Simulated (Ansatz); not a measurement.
Born–Oppenheimer molecular dynamics of a periodic cell of 36 atoms, Tl (start crystal Tl, start structure hcp, volume 1.1 times the crystal's). It goes on from the last frame of an earlier run, with new velocities.

Method: DFT PBE, scalar-relativistic, plane waves, PAW (Ansatz 0.2.0). Settings: accuracy low, cutoff 420 eV, k mesh 1x1x1, fermi-dirac smearing 0.1 eV, no spin polarisation.

```
ensemble             : NVT, Langevin thermostat
time step            : 3 fs
steps asked          : 400
set temperature      : 720 K
friction             : 0.02 /fs
temperature schedule : 300 steps to 300 K, then 100 steps to 300 K
seed                 : 116498
```

Frames 6 fs apart, positions in Å.

Velocities at 1050.0 fs (Å/ps):

```
Tl -0.24 -0.74 -0.21
Tl -0.23 0.55 0.53
Tl -1.01 -1.20 -0.80
Tl 0.24 -2.62 -0.17
Tl 0.68 -0.56 -0.42
Tl 1.03 -1.00 -0.90
Tl 1.03 0.39 0.03
Tl -1.56 -1.01 0.72
Tl -0.43 -0.17 1.55
Tl -1.99 1.75 0.22
Tl -0.31 -0.11 1.31
Tl 0.59 -0.81 -1.69
Tl -0.47 -0.40 -0.67
Tl 1.05 1.11 -0.27
Tl -0.15 0.03 0.14
Tl -0.51 -0.98 -1.69
Tl -0.80 1.00 2.49
Tl 0.50 0.32 1.28
Tl -1.58 -0.40 0.03
Tl 1.37 -1.28 0.12
Tl 0.23 1.83 0.36
Tl -0.96 0.41 -1.36
Tl -1.81 0.52 0.20
Tl -1.12 0.41 -0.06
Tl -0.56 -1.22 -0.78
Tl 0.66 0.00 1.13
Tl -1.73 0.50 1.37
Tl 0.80 -2.96 1.00
Tl 0.06 0.03 -0.81
Tl -0.62 -0.68 -1.06
Tl -1.57 -0.63 -1.64
Tl -0.54 1.95 -0.94
Tl -1.74 1.70 0.10
Tl 1.45 0.64 0.94
Tl 0.43 1.19 0.54
Tl 1.81 -1.70 -0.66
```

```xyz
36
Lattice="10.7151 0.0000 0.0000 -5.3575 9.2795 0.0000 0.0000 0.0000 11.4223" Properties=species:S:1:pos:R:3 time_fs=1050.0 energy_less_start_eV=-4.626 T=276
Tl -0.518 -0.036 -0.457
Tl 0.188 1.385 3.747
Tl 0.188 0.164 6.735
Tl -0.114 2.638 9.287
Tl -1.568 2.786 0.690
Tl -2.750 5.394 3.169
Tl -2.037 2.088 6.120
Tl -1.747 5.481 8.771
Tl -3.272 5.608 0.345
Tl -3.501 8.486 2.698
Tl -4.185 6.959 5.464
Tl -3.735 7.856 8.958
Tl 3.211 -0.269 -0.131
Tl 4.242 1.508 2.464
Tl 4.007 -0.014 5.263
Tl 2.796 1.493 8.145
Tl 1.579 2.745 0.907
Tl 1.989 5.617 3.136
Tl 2.611 2.814 4.926
Tl 2.534 4.226 9.321
Tl 0.439 6.155 -0.905
Tl -0.402 7.203 2.387
Tl -1.228 5.341 5.694
Tl -0.302 8.963 8.661
Tl 6.722 0.326 0.805
Tl 7.425 2.287 3.292
Tl 6.742 -1.519 6.420
Tl 7.841 1.253 9.017
Tl 4.913 2.572 -1.026
Tl 4.951 4.463 3.349
Tl 5.561 2.639 6.842
Tl 5.596 5.176 8.664
Tl 3.917 5.879 0.369
Tl 4.166 7.707 2.819
Tl 3.759 5.588 6.258
Tl 3.092 7.508 9.016
36
Lattice="10.7151 0.0000 0.0000 -5.3575 9.2795 0.0000 0.0000 0.0000 11.4223" Properties=species:S:1:pos:R:3 time_fs=1056.0 energy_less_start_eV=-4.634 T=224
Tl -0.520 -0.039 -0.460
Tl 0.186 1.390 3.751
Tl 0.182 0.158 6.732
Tl -0.113 2.622 9.288
Tl -1.565 2.784 0.688
Tl -2.748 5.387 3.162
Tl -2.033 2.090 6.120
Tl -1.754 5.473 8.776
Tl -3.276 5.609 0.353
Tl -3.511 8.494 2.696
Tl -4.186 6.960 5.473
Tl -3.732 7.852 8.949
Tl 3.211 -0.271 -0.137
Tl 4.249 1.511 2.460
Tl 4.007 -0.014 5.263
Tl 2.792 1.486 8.133
Tl 1.572 2.748 0.922
Tl 1.994 5.620 3.142
Tl 2.604 2.812 4.922
Tl 2.541 4.220 9.321
Tl 0.440 6.165 -0.904
Tl -0.408 7.205 2.382
Tl -1.240 5.343 5.694
Tl -0.308 8.966 8.660
Tl 6.720 0.319 0.802
Tl 7.430 2.285 3.299
Tl 6.734 -1.517 6.425
Tl 7.846 1.238 9.023
Tl 4.913 2.572 -1.031
Tl 4.950 4.457 3.344
Tl 5.553 2.637 6.834
Tl 5.592 5.185 8.661
Tl 3.906 5.885 0.367
Tl 4.175 7.711 2.824
Tl 3.761 5.595 6.259
Tl 3.101 7.499 9.014
36
Lattice="10.7151 0.0000 0.0000 -5.3575 9.2795 0.0000 0.0000 0.0000 11.4223" Properties=species:S:1:pos:R:3 time_fs=1062.0 energy_less_start_eV=-4.651 T=256
Tl -0.520 -0.039 -0.464
Tl 0.184 1.395 3.756
Tl 0.178 0.157 6.726
Tl -0.111 2.611 9.284
Tl -1.564 2.785 0.683
Tl -2.755 5.380 3.155
Tl -2.029 2.094 6.123
Tl -1.759 5.465 8.780
Tl -3.281 5.609 0.358
Tl -3.519 8.499 2.693
Tl -4.189 6.962 5.478
Tl -3.734 7.852 8.942
Tl 3.210 -0.269 -0.146
Tl 4.257 1.515 2.452
Tl 4.004 -0.018 5.265
Tl 2.789 1.475 8.125
Tl 1.561 2.747 0.938
Tl 2.000 5.625 3.146
Tl 2.599 2.813 4.913
Tl 2.545 4.212 9.325
Tl 0.438 6.175 -0.899
Tl -0.419 7.209 2.382
Tl -1.251 5.342 5.697
Tl -0.315 8.969 8.659
Tl 6.720 0.312 0.801
Tl 7.436 2.284 3.304
Tl 6.727 -1.518 6.427
Tl 7.854 1.230 9.027
Tl 4.915 2.572 -1.036
Tl 4.951 4.449 3.339
Tl 5.547 2.635 6.826
Tl 5.592 5.188 8.660
Tl 3.898 5.886 0.364
Tl 4.183 7.715 2.828
Tl 3.762 5.607 6.257
Tl 3.104 7.489 9.012
36
Lattice="10.7151 0.0000 0.0000 -5.3575 9.2795 0.0000 0.0000 0.0000 11.4223" Properties=species:S:1:pos:R:3 time_fs=1068.0 energy_less_start_eV=-4.676 T=274
Tl -0.519 -0.037 -0.469
Tl 0.181 1.402 3.762
Tl 0.174 0.157 6.721
Tl -0.106 2.599 9.278
Tl -1.565 2.784 0.678
Tl -2.764 5.374 3.147
Tl -2.021 2.099 6.128
Tl -1.764 5.454 8.786
Tl -3.287 5.609 0.361
Tl -3.528 8.504 2.687
Tl -4.196 6.963 5.483
Tl -3.736 7.855 8.938
Tl 3.208 -0.266 -0.154
Tl 4.261 1.517 2.442
Tl 3.998 -0.025 5.271
Tl 2.787 1.464 8.116
Tl 1.547 2.752 0.954
Tl 2.003 5.636 3.154
Tl 2.597 2.819 4.906
Tl 2.550 4.204 9.330
Tl 0.437 6.186 -0.894
Tl -0.430 7.215 2.381
Tl -1.258 5.346 5.704
Tl -0.323 8.973 8.655
Tl 6.719 0.308 0.798
Tl 7.440 2.288 3.308
Tl 6.721 -1.521 6.428
Tl 7.864 1.223 9.031
Tl 4.925 2.570 -1.039
Tl 4.951 4.435 3.336
Tl 5.546 2.633 6.822
Tl 5.592 5.192 8.660
Tl 3.891 5.885 0.361
Tl 4.189 7.720 2.831
Tl 3.762 5.621 6.255
Tl 3.107 7.476 9.012
36
Lattice="10.7151 0.0000 0.0000 -5.3575 9.2795 0.0000 0.0000 0.0000 11.4223" Properties=species:S:1:pos:R:3 time_fs=1074.0 energy_less_start_eV=-4.696 T=289
Tl -0.516 -0.037 -0.473
Tl 0.177 1.408 3.770
Tl 0.169 0.158 6.718
Tl -0.102 2.588 9.269
Tl -1.571 2.781 0.676
Tl -2.772 5.367 3.141
Tl -2.008 2.102 6.134
Tl -1.769 5.443 8.792
Tl -3.291 5.613 0.364
Tl -3.536 8.506 2.677
Tl -4.197 6.964 5.486
Tl -3.736 7.855 8.933
Tl 3.206 -0.261 -0.160
Tl 4.264 1.516 2.432
Tl 3.990 -0.035 5.277
Tl 2.787 1.455 8.107
Tl 1.531 2.761 0.966
Tl 2.010 5.647 3.161
Tl 2.600 2.826 4.901
Tl 2.553 4.197 9.333
Tl 0.435 6.195 -0.890
Tl -0.438 7.219 2.379
Tl -1.264 5.349 5.711
Tl -0.326 8.977 8.651
Tl 6.716 0.304 0.794
Tl 7.444 2.293 3.312
Tl 6.717 -1.522 6.432
Tl 7.871 1.212 9.035
Tl 4.941 2.567 -1.041
Tl 4.949 4.423 3.337
Tl 5.545 2.632 6.822
Tl 5.593 5.194 8.659
Tl 3.881 5.882 0.361
Tl 4.190 7.723 2.835
Tl 3.762 5.636 6.251
Tl 3.110 7.464 9.014
36
Lattice="10.7151 0.0000 0.0000 -5.3575 9.2795 0.0000 0.0000 0.0000 11.4223" Properties=species:S:1:pos:R:3 time_fs=1080.0 energy_less_start_eV=-4.713 T=275
Tl -0.511 -0.039 -0.477
Tl 0.171 1.414 3.779
Tl 0.166 0.161 6.717
Tl -0.100 2.577 9.261
Tl -1.578 2.777 0.678
Tl -2.778 5.359 3.138
Tl -1.993 2.107 6.137
Tl -1.772 5.433 8.797
Tl -3.294 5.618 0.365
Tl -3.542 8.507 2.664
Tl -4.196 6.967 5.489
Tl -3.736 7.852 8.930
Tl 3.205 -0.256 -0.159
Tl 4.263 1.514 2.430
Tl 3.982 -0.044 5.284
Tl 2.786 1.446 8.101
Tl 1.512 2.768 0.977
Tl 2.018 5.655 3.169
Tl 2.605 2.837 4.896
Tl 2.557 4.189 9.333
Tl 0.434 6.204 -0.889
Tl -0.444 7.221 2.377
Tl -1.274 5.351 5.716
Tl -0.323 8.980 8.647
Tl 6.714 0.300 0.789
Tl 7.449 2.304 3.315
Tl 6.716 -1.523 6.439
Tl 7.876 1.203 9.044
Tl 4.957 2.564 -1.043
Tl 4.947 4.413 3.336
Tl 5.546 2.631 6.820
Tl 5.596 5.199 8.658
Tl 3.870 5.881 0.358
Tl 4.186 7.725 2.838
Tl 3.764 5.652 6.248
Tl 3.116 7.452 9.015
```

Of the whole run (1200 fs, mean temperature of the second half 378 K): The schedule's set-point averaged 335 K over the second half and the system 378 K. A run of 1.2 ps of so small a system gives no equilibrium averages. Limits of this set-up: coarse k mesh, low accuracy level.

Run time: 41 min on 4 threads of Arm Neoverse V1, with other jobs on the host, peak memory 1.3 GiB.
